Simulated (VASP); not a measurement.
PbSe: single point with LDA

PbSe:

```
Pb Se
1.0
     2.06498   -5.87806    0.00000
     2.06498    5.87806    0.00000
     0.00000    0.00000    4.26484
Pb Se
2 2
Cartesian
  2.0650 -1.5490 3.1986
  2.0650 1.5490 1.0662
  2.0650 -4.2474 3.1986
  2.0650 4.2474 1.0662
```

Measurements of this composition are mostly on another form, of space group No. 225.

```json
{
 "Program": "VASP 6.6.1",
 "Task": "single point",
 "Functional": "LDA",
 "Potentials or basis": "VASP PAW LDA potentials, release 64 (Pb_d, Se)",
 "Cutoff": "520 eV",
 "k mesh": "4 × 4 × 4",
 "Occupations": "gaussian, width 0.01 eV",
 "Spin": "no spin polarisation",
 "Dipole correction": "no",
 "Further INCAR settings": "ALGO = Normal; EDIFF = 1e-06; NBANDS = 28"
}
```

```
Pressure               : 3.9 GPa
Largest force          : 0.671 eV/Å
Band gap on the k mesh : 0.92 eV, indirect (least direct gap 1.35 eV)
```

Forces in eV/Å, atoms in the order of the input:
```
Pb   0.000  0.671  0.000
Pb   0.000 -0.671  0.000
Se   0.000 -0.487  0.000
Se   0.000  0.487  0.000
```

Stress tensor (GPa, compression positive):
```
4.12 0.00 0.00
0.00 3.79 0.00
0.00 0.00 3.80
```

Levels at points of the mesh, in eV from the valence-band top:
```csv
k point,band 18,band 19,band 20,band 21,band 22,band 23
"(0.00, 0.00, 0.00)",-2.06,-1.74,-0.60,4.10,4.56,4.88
"(0.50, 0.00, 0.00)",-1.28,-0.48,-0.38,1.43,1.45,1.64
"(0.50, 0.50, 0.00)",-2.02,-1.51,-0.81,0.92,4.17,4.43
"(0.00, 0.00, 0.50)",-1.21,0.00,0.00,1.35,1.35,2.16
"(0.50, 0.00, 0.50)",-3.83,-1.64,-1.64,3.05,3.05,5.83
"(0.50, 0.50, 0.50)",-1.28,-0.58,-0.58,1.45,1.45,2.76
```

It took 89 s on 1 thread of Intel(R) Xeon(R) Platinum 8375C CPU @ 2.90GHz (Ice Lake), with other jobs on the host, peak memory 0.23 GiB.

Caveat: spin-orbit coupling is left out, which as a rule narrows the gap of such compounds by several tenths of an eV. A k mesh can miss the band edges.
